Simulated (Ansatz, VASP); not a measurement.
## Nb in VASP and in Ansatz

```xyz
1
Lattice="0.0000 2.1092 2.1092 2.1092 0.0000 2.1092 2.1092 2.1092 0.0000" Properties=species:S:1:pos:R:3 pbc="T T T"
Nb    0.0000    0.0000    0.0000
```

This isn't the form of Nb at room conditions, which is bcc.

Alike in both runs: functional PBE; k mesh 18 × 18 × 18; occupations gaussian, width 0.1 eV; no spin polarisation.

Ansatz relaxed the structure, and its values are those at the end. VASP's run is a single point on that final structure, the one shown.

|  | VASP | Ansatz |
| --- | --- | --- |
| version | VASP 6.6.1 | Ansatz 0.2.0 |
| potentials or method | VASP PAW PBE potentials, release 64 (Nb_sv) | scalar-relativistic, plane waves, PAW |
| plane-wave cutoff (eV) | 520 | 420 |
| valence electrons in the cell | 13 | 13 |

```tsv
	VASP	Ansatz	Ansatz less VASP
gap on the k mesh at the Fermi level (eV)	none	none	-
pressure (GPa)	-0.4	0.0	+0.36
```

A gap of «none» marks a metal or a gap that the smearing closes. The functional is the same, so the differences come from potentials, cutoffs and numerics.
